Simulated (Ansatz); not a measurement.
# Eu (Im-3m) in Ansatz: convergence with k mesh

Aim: find how far k mesh must go before the results for Eu settle, at PBE. This setting moves, with any that are tied to it; all else stays.

Program: Ansatz 0.2.0. These are calculated values, not measurements. Logs are shortened: lines on timing, memory, paths and dates and some standing lists are left out, and cuts for length are marked.

**1. Starting point**

Symmetry: Im-3m, No. 229, cubic system. The conventional cell has a = 4.606 Å, b = 4.606 Å, c = 4.606 Å, α = 90.00°, β = 90.00°, γ = 90.00°. Eu (site symmetry m-3m) has 8 Eu at 3.99 Å as nearest neighbours.

**2. With k mesh 3 × 3 × 3**

input.yaml

```yaml
crystal:
  lattice:
    - [-2.303, 2.303, 2.303]
    - [2.303, -2.303, 2.303]
    - [2.303, 2.303, -2.303]
  atoms:
    - { symbol: Eu, position: [0.0, 0.0, 0.0], spin: 7.0, spin_axis: [7.0, 0.0, 0.0] }
hamiltonian:
  xc: pbe
  pseudopotentials: { kind: paw_fr }
magnetization:
  noncollinear: true
  spin_orbit: true
kpoints:
  mp_grid: { grid: [3, 3, 3] }
scf:
  occupations: { method: gaussian, width: 0.1 }
output:
  forces: true
  stress: true
  eigenvalues: true
```

Potentials or basis: Ansatz PAW.

On the command line:

```bash
ansatz run input.yaml --threads 2 --pin off --max-ram 5632MiB --backend cpu --events-out ev --progress --plain --runs-dir out
```

It took 12 s on 2 threads of Intel Xeon at 2.50GHz (Skylake/Cascade Lake), shared host; peak memory 0.41 GiB.

Results:

```yaml
Free_energy: -8775.6332 eV
Pressure: -1.9 GPa
Band_gap_on_the_k_mesh: none (metal or under the smearing width)
Net_moment: 7.99 μB per cell
Absolute_moment: 7.99 μB per cell
```

**3. With k mesh 4 × 4 × 4**

input.yaml, as its differences from that of step 2:

```diff
@@ -14,3 +14,3 @@
 kpoints:
-  mp_grid: { grid: [3, 3, 3] }
+  mp_grid: { grid: [4, 4, 4] }
 scf:
```

Potentials or basis: Ansatz PAW.

On the command line:

```bash
ansatz run input.yaml --threads 2 --pin off --max-ram 5632MiB --backend cpu --events-out ev --progress --plain --runs-dir out
```

Run time: 19 s. Hardware: 2 threads of Intel Xeon at 2.50GHz (Skylake/Cascade Lake), shared host; peak memory 0.44 GiB.

What came out:

- Free energy: -8775.6999 eV
- Pressure: -1.5 GPa
- Net moment: 7.39 μB per cell
- Absolute moment: 7.39 μB per cell

**4. With k mesh 5 × 5 × 5**

input.yaml, as its differences from that of step 3:

```diff
@@ -14,3 +14,3 @@
 kpoints:
-  mp_grid: { grid: [4, 4, 4] }
+  mp_grid: { grid: [5, 5, 5] }
 scf:
```

On the command line:

```bash
ansatz run input.yaml --threads 2 --pin off --max-ram 5632MiB --backend cpu --events-out ev --progress --plain --runs-dir out
```

Run time: 20 s. Hardware: 2 threads of Intel Xeon at 2.50GHz (Skylake/Cascade Lake), shared host; peak memory 0.46 GiB.

What came out:

```
Free energy            : -8775.6892 eV
Pressure               : -1.9 GPa
Band gap on the k mesh : none (metal or under the smearing width)
Net moment             : 7.20 μB per cell
Absolute moment        : 7.20 μB per cell
```

**5. With k mesh 6 × 6 × 6**

input.yaml, as its differences from that of step 4:

```diff
@@ -14,3 +14,3 @@
 kpoints:
-  mp_grid: { grid: [5, 5, 5] }
+  mp_grid: { grid: [6, 6, 6] }
 scf:
```

On the command line:

```bash
ansatz run input.yaml --threads 2 --pin off --max-ram 5632MiB --backend cpu --events-out ev --progress --plain --runs-dir out
```

It took 31 s on 2 threads of Intel Xeon at 2.50GHz (Skylake/Cascade Lake), shared host; peak memory 0.49 GiB.

What came out:

| Item | Value |
| --- | --- |
| Free energy | -8775.6850 eV |
| Pressure | -1.8 GPa |
| Band gap on the k mesh | none (metal or under the smearing width) |
| Net moment | 7.44 μB per cell |
| Absolute moment | 7.44 μB per cell |

**6. With k mesh 7 × 7 × 7**

input.yaml, as its differences from that of step 5:

```diff
@@ -14,3 +14,3 @@
 kpoints:
-  mp_grid: { grid: [6, 6, 6] }
+  mp_grid: { grid: [7, 7, 7] }
 scf:
```

Potentials or basis: Ansatz PAW.

On the command line:

```bash
ansatz run input.yaml --threads 2 --pin off --max-ram 5632MiB --backend cpu --events-out ev --progress --plain --runs-dir out
```

Run time: 42 s. Hardware: 2 threads of Intel Xeon at 2.50GHz (Skylake/Cascade Lake), shared host; peak memory 0.52 GiB.

It converged, with:

| Item | Value |
| --- | --- |
| Free energy | -8775.6829 eV |
| Pressure | -1.7 GPa |
| Net moment | 7.41 μB per cell |
| Absolute moment | 7.41 μB per cell |

**7. With k mesh 9 × 9 × 9**

input.yaml, as its differences from that of step 6:

```diff
@@ -14,3 +14,3 @@
 kpoints:
-  mp_grid: { grid: [7, 7, 7] }
+  mp_grid: { grid: [9, 9, 9] }
 scf:
```

On the command line:

```bash
ansatz run input.yaml --threads 2 --pin off --max-ram 5632MiB --backend cpu --events-out ev --progress --plain --runs-dir out
```

Wall time 66 s (2 threads of Intel Xeon at 2.50GHz (Skylake/Cascade Lake), shared host); peak memory 0.6 GiB.

Results (log left out):

```
Free energy            : -8775.6863 eV
Pressure               : -1.7 GPa
Band gap on the k mesh : none (metal or under the smearing width)
Net moment             : 7.28 μB per cell
Absolute moment        : 7.28 μB per cell
```

**8. With k mesh 11 × 11 × 11**

input.yaml, as its differences from that of step 7:

```diff
@@ -14,3 +14,3 @@
 kpoints:
-  mp_grid: { grid: [9, 9, 9] }
+  mp_grid: { grid: [11, 11, 11] }
 scf:
```

On the command line:

```bash
ansatz run input.yaml --threads 2 --pin off --max-ram 5632MiB --backend cpu --events-out ev --progress --plain --runs-dir out
```

Wall time 1.7 min (2 threads of Intel Xeon at 2.50GHz (Skylake/Cascade Lake), shared host); peak memory 0.72 GiB.

Results (log left out):

```
Free energy            : -8775.6853 eV
Pressure               : -1.7 GPa
Band gap on the k mesh : none (metal or under the smearing width)
Net moment             : 7.33 μB per cell
Absolute moment        : 7.33 μB per cell
```

**9. With k mesh 13 × 13 × 13**

input.yaml, as its differences from that of step 8:

```diff
@@ -14,3 +14,3 @@
 kpoints:
-  mp_grid: { grid: [11, 11, 11] }
+  mp_grid: { grid: [13, 13, 13] }
 scf:
```

Potentials or basis: Ansatz PAW.

On the command line:

```bash
ansatz run input.yaml --threads 2 --pin off --max-ram 5632MiB --backend cpu --events-out ev --progress --plain --runs-dir out
```

The log of the run:

```text
Warning: output.stress: scf.convergence.dr2_threshold = 1e-7 eV (the SCF's general default) is looser than the 1e-10 eV advised for a printed stress (1e-10 eV for each atom of the cell: 1). What an SCF threshold leaves in a stress goes as its square root, and in the free energy as the threshold itself, and one threshold admits the most on a small cell: of the crystals measured, under no hybrid functional and no lock of the moments, on runs that ended without the residual-converged pass, on stresses that held no estimate of that error, the worst erred by over 100 MPa in a component at 1e-7 eV an atom and by under 5 at 1e-10. Set scf.convergence.dr2_threshold to 1e-10 eV or tighter. The threshold is an SCF's pass mark: one that does not reach it within its budget of iterations ends unconverged, or closes short of it on a stop that the run arms, and scf.convergence.dr2_threshold's page says what that costs each kind of run
Warning: RAYON_NUM_THREADS=2 ignored (pool sized by the plan → 2); use --threads N
band count auto-derived: 32, from the close of a first SCF at 26 (N_el = 17.0; filled up to band 17; 26 by the electrons, moments and atoms)
Engine: ansatz 0.2.0, x86_64-unknown-linux-gnu
Pseudopotentials: kind: paw_fr
Pseudopotential: Eu, paw_fr, valence charge 17, recommended cutoff 420 eV (normal), Eu.paw.azcp#standard-fr
Functional definition: PBE
  parameter kappa = 0.804
  parameter beta = 0.06672455060314922
  exchange = pbe_x(kappa = kappa, mu = beta*pi^2/3)
  correlation = pbe_c(beta = beta)
Crystal: 1 atoms, lattice volume = 48.859 Å³
Basis set: ecut = 420 eV, 959 PW (Γ), exchange–correlation on 54×54×54 points (8 copies of the dense FFT grid, shifted against one another)
Bands: 26, of which v1, the nominal top of the filled ones, is band 17 counted from 1 (16 counted from 0)
Symmetry: 8 space group operations + 8 with time reversal
Magnetic group: BNS 139.537 (UNI 1197), of the structure as read, at distance tolerance 3.7e-5 Å
k-points: 196 of 2197 (time reversal used)
Projection manifold: j_resolved (fully-relativistic pseudo-atomic orbitals)
Non-local potential: Eu, projectors of the file, l = 0: 3, l = 1: 4, l = 2: 4, l = 3: 6
PAW form: soft (Blöchl's): semilocal exchange-correlation on the pseudo side does not see the compensation charge
PAW one-centre angular grid: Eu, 590 points (default); XC on 64 Gauss nodes
Initial density: superposition of atomic densities (chi_scale 0.1, normalization cell)
Starting moments: Σ|m| = 7 μB on 1 of 1 site
Initial wavefunctions: pseudopotential atomic-orbital guess
Functional: x = pbe(κ = 0.804, μ = 0.2195149727645171), c = pbe(β = 0.06672455060314922)
SCF iter   1: F=—  HF=-8773.941525 eV  |F-HF|=—  |Δ(HF+E_count)|=         —  Δρ=5.02e-1  dr2=2.73e0  dr2_m=2.82e1  ethr=3.10e-3  |M|=7.86e0 ∫|m|=7.86e0 μB  |m|>n=0.0e0 m-floor=0.0e0 τ_xc=0.0e0 mc-row=0.0e0  β_m=1.00  ⟨swp⟩=6.4  Hψ=27893  notcnv=0
preconditioner: auto → Kerker (q_TF=auto, 2.288 Å⁻¹)  [metal: Δε(μ)=0.011 eV  Ē_g=2.793 eV  σ=0.100 eV  W_gap=0.06  n_scr=12 (ndim 8)  ℏωp=15.9 eV  f_vac=0.000  D(μ)=2.21/eV (n_scr^D=18)]
spin=Noncollinear: Kerker preconditioning applied to the charge; magnetization (m_x, m_y, m_z) channels mix plain (no charge-response kernel on spin).
SCF iter   2: F=—  HF=-8767.082276 eV  |F-HF|=—  |Δ(HF+E_count)|=    6.86e0  Δρ=7.01e-2  dr2=4.27e-1  dr2_m=5.51e-1  ethr=3.10e-3  |M|=7.66e0 ∫|m|=7.66e0 μB  |m|>n=3.0e-3 m-floor=3.0e-3 τ_xc=7.8e-4 mc-row=3.0e-3  β_m=1.00  ⟨swp⟩=4.1  Hψ=16917  notcnv=0  defer=359
SCF iter   3: F=—  HF=-8770.416517 eV  |F-HF|=—  |Δ(HF+E_count)|=    3.33e0  Δρ=8.97e-3  dr2=3.10e-2  dr2_m=7.12e-3  ethr=2.51e-3  |M|=7.50e0 ∫|m|=7.50e0 μB  |m|>n=1.4e-3 m-floor=1.4e-3 τ_xc=1.2e-3 mc-row=1.4e-3  β_m=0.30  ⟨swp⟩=3.9  Hψ=12353  notcnv=0  defer=564
[... 50 lines left out ...]
  k-point 2: bands = ["-34.1021", "-30.9824", "-15.0075", "-14.2697", "-11.6590", "-10.4990", "-9.8566", "-9.3545", "3.9362", "4.6917", "6.8451", "6.9348", "7.0186", "7.1667", "7.2073", "7.3107", "7.3994", "9.0223", "9.1024", "9.7752", "9.8802", "9.9474", "10.5045", "10.6932", "10.8388", "11.3110"]
  k-point 195: bands = ["-34.0750", "-30.9461", "-15.1276", "-14.3995", "-11.8523", "-10.7135", "-10.0846", "-9.6030", "6.7850", "6.7940", "6.8476", "6.9430", "7.0644", "7.0896", "7.2660", "7.3362", "7.4044", "7.6219", "7.6335", "11.0501", "11.1266", "11.2479", "11.4325", "11.5346", "11.5674", "11.6924"]
Bands: 32, of which v1, the nominal top of the filled ones, is band 17 counted from 1 (16 counted from 0)
Projection manifold: j_resolved (fully-relativistic pseudo-atomic orbitals)
Initial density: handed on by an earlier stage of this run
Starting moments: Σ|m| = 7 μB on 1 of 1 site; this step starts from the density that it was given
iter 1 solved again at ethr=1.73e-5 eV; its pass at ethr=3.10e-3 eV (dr2=2.94e-3 eV) is discarded
SCF iter   1: F=—  HF=-8775.685379 eV  |F-HF|=—  |Δ(HF+E_count)|=         —  Δρ=1.65e-5  dr2=8.41e-9  dr2_m=3.06e-8  ethr=1.73e-5  |M|=7.33e0 ∫|m|=7.33e0 μB  |m|>n=0.0e0 m-floor=0.0e0 τ_xc=1.1e-3 mc-row=0.0e0  β_m=0.30  ⟨swp⟩=2.2  Hψ=46157  notcnv=0
eigensolver tolerance schedule: the retry pair's looser diagonalisation over-reported the residual by 349624.75 of it (diagonalisation noise at an unbounded share of the residual, at the tolerance the schedule requests for it); recorded, not acted on — ethr = c·dr2/N_el stays at c = 1.0e-1
preconditioner: auto → Kerker (q_TF=auto, 2.288 Å⁻¹)  [metal: Δε(μ)=0.003 eV  Ē_g=8.083 eV  σ=0.100 eV  W_gap=0.01  n_scr=12 (ndim 8)  ℏωp=18.4 eV  f_vac=0.000  D(μ)=1.69/eV (n_scr^D=12)]
spin=Noncollinear: Kerker preconditioning applied to the charge; magnetization (m_x, m_y, m_z) channels mix plain (no charge-response kernel on spin).
SCF iter   2: F=—  HF=-8775.685381 eV  |F-HF|=—  |Δ(HF+E_count)|=   2.57e-6  Δρ=1.46e-5  dr2=1.88e-8  dr2_m=2.38e-8  ethr=4.94e-11  |M|=7.33e0 ∫|m|=7.33e0 μB  |m|>n=0.0e0 m-floor=0.0e0 τ_xc=1.1e-3 mc-row=0.0e0  β_m=0.30  ⟨swp⟩=10.9  Hψ=39675  notcnv=0
SCF iter   3: F=-8775.685381 eV  HF=-8775.685381 eV  |F-HF|=8.76e-8  |Δ(HF+E_count)|=   5.52e-8  Δρ=1.40e-5  dr2=6.46e-9  dr2_m=2.19e-8  ethr=4.94e-11  |M|=7.33e0 ∫|m|=7.33e0 μB  |m|>n=0.0e0 m-floor=0.0e0 τ_xc=1.1e-3 mc-row=0.0e0  ⟨swp⟩=2.1  Hψ=16983  notcnv=0
SCF 2 converged in 3 iterations: F = -8775.685381 eV  dr2 = 6.46e-9
SCF converged after 20 iterations (17 of them on 26 bands)
Magnetization: |M| = 7.3314 μB,  M = (+7.3314, -0.0000, -0.0000) μB
Absolute magnetization: 7.3314 μB (∫|m|, with the PAW one-centre terms)
  site 0: m = (+7.0476, -0.0000, -0.0000) μB, |m| = 7.0476 μB  (R = 1.65 Å)
Free energy (F): -8775.685381 eV
Harris-Foulkes:  -8775.685381 eV  (|F-HF|=8.76e-8)
Internal energy: -8775.676942 eV  (E = F + TS)
E sigma→0 (E₀):  -8775.681162 eV
Entropy (-TS):   -0.008440 eV (-8.440 meV/atom)
Fermi energy:    7.642317 eV
--- Per-component energies (eV) ---
  E_band       = -73.742822
  E_kinetic    = 348.238277
  E_local      = -2292.754684  (includes V_loc(G=0)·N_el)
  E_nonlocal   = 476.835483
  E_hartree    = 909.742647
  E_xc         = -175.134413
  E_vxc        = -200.115485  (∫ρ·V_xc dr)
  E_paw        = -6398.589809  (= ΣΔE_a)
  E_vpaw       = -225.427702  (= ΣTr[D̂ρ^β])
  E_aug_tail   = -0.000000  (compensation charges beyond the density's cutoff)
  E_ewald      = -1644.014444
  E_smearing   = -0.008440  (= −TS)
  E_closure    = 0.000000  (closes the sum)
  Σ components = -8775.685381   (vs F -8775.685381, Δ=0.00e0)
--- Forces (eV/Å), atoms counted from 1 ---
  atom   1  Eu     0.00000000     0.00000000     0.00000000
  max |Σ_I F_I| component: 0.00e0 eV/Å
--- Stress (GPa, compression-positive) ---
       -1.746824       0.000000       0.000000
        0.000000      -1.756751       0.000000
        0.000000       0.000000      -1.756751
  P = ⅓ Tr σ = -1.7534 GPa (-17.534 kbar)
--- Band table (eV; the first three rows and the last of 196) ---
  k-point 0: bands = ["-34.1058", "-30.9876", "-14.9892", "-14.2478", "-11.6295", "-10.4630", "-9.8126", "-9.3181", "3.4806", "4.2188", "6.8472", "6.9415", "7.0113", "7.1821", "7.2058", "7.3320", "7.4085", "9.2842", "9.3216", "9.3780", "10.2235", "10.2878", "10.3277", "10.8045", "10.8194", "11.3984", "11.4605", "11.5080", "11.8651", "11.9468", "11.9592", "11.9610"]
  k-point 1: bands = ["-34.1048", "-30.9862", "-14.9940", "-14.2537", "-11.6373", "-10.4726", "-9.8241", "-9.3282", "3.5976", "4.3406", "6.8465", "6.9396", "7.0131", "7.1780", "7.2061", "7.3252", "7.4057", "9.2294", "9.2955", "9.4577", "10.1431", "10.2091", "10.3903", "10.6884", "10.8179", "11.3719", "11.4001", "11.5170", "11.8365", "11.9105", "11.9679", "12.0107"]
  k-point 2: bands = ["-34.1021", "-30.9825", "-15.0075", "-14.2698", "-11.6590", "-10.4991", "-9.8567", "-9.3546", "3.9363", "4.6915", "6.8450", "6.9347", "7.0186", "7.1667", "7.2072", "7.3106", "7.3993", "9.0224", "9.1025", "9.7752", "9.8802", "9.9474", "10.5046", "10.6931", "10.8389", "11.3109", "11.3349", "11.5845", "11.8376", "11.9015", "11.9857", "12.0332"]
  k-point 195: bands = ["-34.0750", "-30.9462", "-15.1276", "-14.3996", "-11.8523", "-10.7136", "-10.0847", "-9.6030", "6.7851", "6.7942", "6.8475", "6.9429", "7.0644", "7.0895", "7.2660", "7.3361", "7.4043", "7.6217", "7.6333", "11.0501", "11.1266", "11.2478", "11.4325", "11.5346", "11.5673", "11.6924", "11.9290", "11.9746", "12.0146", "12.1737", "12.5957", "12.7872"]
```

Run time: 2.5 min. Hardware: 2 threads of Intel Xeon at 2.50GHz (Skylake/Cascade Lake), shared host; peak memory 0.88 GiB.

Results:

- Free energy: -8775.6854 eV
- Pressure: -1.8 GPa
- Band gap on the k mesh: none (metal or under the smearing width)
- Net moment: 7.33 μB per cell
- Absolute moment: 7.33 μB per cell

**10. The series at a glance**

| k mesh | energy less the tightest run, at zero smearing (meV/atom) | pressure (GPa) | absolute moment (μB) | SCF cycles | CPU time (s) | peak memory (GiB) |
| --- | --- | --- | --- | --- | --- | --- |
| 3 × 3 × 3 | 55.97 | -1.90 | 7.99 | 17 | 22 | 0.41 |
| 4 × 4 × 4 | -16.08 | -1.49 | 7.39 | 22 | 36 | 0.44 |
| 5 × 5 × 5 | -5.95 | -1.89 | 7.20 | 18 | 38 | 0.46 |
| 6 × 6 × 6 | 1.24 | -1.79 | 7.44 | 20 | 58 | 0.49 |
| 7 × 7 × 7 | 2.57 | -1.72 | 7.41 | 21 | 79 | 0.52 |
| 9 × 9 × 9 | -1.60 | -1.74 | 7.28 | 19 | 130 | 0.6 |
| 11 × 11 × 11 | 0.20 | -1.73 | 7.33 | 20 | 200 | 0.72 |
| 13 × 13 × 13 | 0.00 | -1.75 | 7.33 | 20 | 300 | 0.88 |

Against the tightest run, the energy stays within 1 meV/atom from 11 × 11 × 11 on; the pressure stays within 0.1 GPa from 6 × 6 × 6 on; the absolute moment stays within 0.02 μB from 11 × 11 × 11 on. Meshes of other sizes hit other points, so gaps and Fermi surfaces needn't settle smoothly. The tightest run that finished is the yardstick and may itself not be fully converged.

Caveats: the thresholds are loose for stress.
